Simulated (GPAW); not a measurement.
The system is Mg.

```xyz
2
Lattice="3.2093 0.0000 0.0000 -1.6046 2.7793 0.0000 0.0000 0.0000 5.2103" Properties=species:S:1:pos:R:3 pbc="T T T"
Mg    1.6047    0.9264    3.9077
Mg    0.0000    1.8529    1.3026
```

Base run:

```yaml
Program: GPAW 26.7.0
Functional: LDA
Potentials_or_basis: the program's PAW data sets (release 1.2.1) made for this functional
Cutoff: 800 eV
Basis: pw
k_mesh: 10 × 10 × 5
Occupations: fermi-dirac, width 0.05 eV
Spin: no spin polarisation
```

Its results: band gap on the k mesh none (metal or under the smearing width); pressure -2.4 GPa.

Task: After a change of settings the same cell gave: band gap on the k mesh none (metal or under the smearing width); pressure 0.5 GPa. Which change was it?
A. functional from LDA to revPBE
B. functional from LDA to PBE; potentials or basis from the program's PAW data sets (release 1.2.1) made for this functional to GPAW PAW data sets (gpaw-data 1.2.1)
C. functional from LDA to r2SCAN; potentials or basis from the program's PAW data sets (release 1.2.1) made for this functional to GPAW PAW data sets (gpaw-data 1.2.1)
D. functional from LDA to SCAN; potentials or basis from the program's PAW data sets (release 1.2.1) made for this functional to GPAW PAW data sets (gpaw-data 1.2.1)

Result: A.

revPBE binds less tightly than LDA, so the same cell stands under more pressure.
